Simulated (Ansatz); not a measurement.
Cu2O: enthalpy against pressure

Cu2O, Pn-3m, a = 4.222 Å. Ansatz: PBEsol, PAW, 420 eV, Γ-centred 8×8×8 mesh on 6 atoms, Gaussian smearing 0.02 eV; no spin polarisation. Cell and atoms are relaxed at each pressure, and no other structure is tried, so the rows at high pressure may lie past a change of phase. y is the enthalpy over the state at zero pressure; there V0 = 12.546 Å³/atom. The pressures are the targets, met within 0.07 GPa.

| P (GPa) | y (eV/atom) |
| --- | --- |
| -1.0 | -0.0786 |
| 0.0 | 0.0000 |
| 1.0 | 0.0780 |
| 4.0 | 0.3088 |
| 12.0 | 0.9027 |
| 25.0 | ? |
| 50.0 | 3.4455 |
| 90.0 | 5.8230 |

Question: Fit y = c1 P + c2 P² + c3 P³ to the other rows, say what c1 and c2 mean, and predict the missing value.

Answer: Least squares on the rows shown. y = 0.077770 P − 0.00021723 P² + 8.0007×10⁻⁷ P³. Since dH/dP = V, c1 is V0: 0.077770 eV/GPa × 160.2 = 12.459 Å³ against 12.546; c2 = −V0/(2B0) gives B0 = 179 GPa, where a Birch–Murnaghan fit to the volumes of the same runs (not shown) gives 131 GPa: a cubic over this range folds the higher terms into c2. At P = 25.0 the fit asked for gives 1.8210 eV/atom. The run gave 1.8159 eV/atom, so the fit is 0.0051 eV/atom too high, 0.086 % of the span of the series, against an rms of 0.0006 eV/atom on the fitted rows. With a term in P⁴ added, a fit to the same known rows predicts 1.8143 eV/atom, so most of the miss is curvature that the known rows already hold. Also, this row ran on the mesh 10×10×10, its neighbour on 8×8×8, which can shift it a little.

Where the gap has closed, the smearing of 0.02 eV or less is narrow for a metal on this mesh. The mesh isn't the same in all rows (8×8×8, 10×10×10).